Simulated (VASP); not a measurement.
A run of VASP 6.6.1:

File INCAR:

```
ALGO = Fast
EDIFF = 1E-7
EDIFFG = -0.005
ENCUT = 600
GGA = PE
IBRION = 2
ISIF = 3
ISMEAR = 0
LASPH = T
LCHARG = F
LREAL = F
LWAVE = F
NELM = 60
NSW = 90
PREC = Accurate
SIGMA = 0.1
```

Contents of KPOINTS:

```
k-points
0
Gamma
  18 18 18
```

File POSCAR:

```
Rh
1.0
    0.0000000000      1.9029860900      1.9029860900
    1.9029860900      0.0000000000      1.9029860900
    1.9029860900      1.9029860900      0.0000000000
Rh
1
Direct
    0.0000000000      0.0000000000      0.0000000000
```

Potentials or basis: VASP PAW PBE potentials, release 64 (Rh_pv).

The run is started by

```console
$ cat potpaw_PBE.64/Rh_pv/POTCAR > POTCAR
$ mpirun -np 1 vasp_std > vasp.out
```

Hardware: 1 thread of Intel(R) Xeon(R) 6975P-C (Granite Rapids) (shared host).

Task: Estimate the wall time of this run.

Result: Run time: 41 s on 1 thread of Intel(R) Xeon(R) 6975P-C (Granite Rapids) (shared host), peak memory 0.17 GiB. Counts: scf iterations 43, k points 195, ion steps 4.
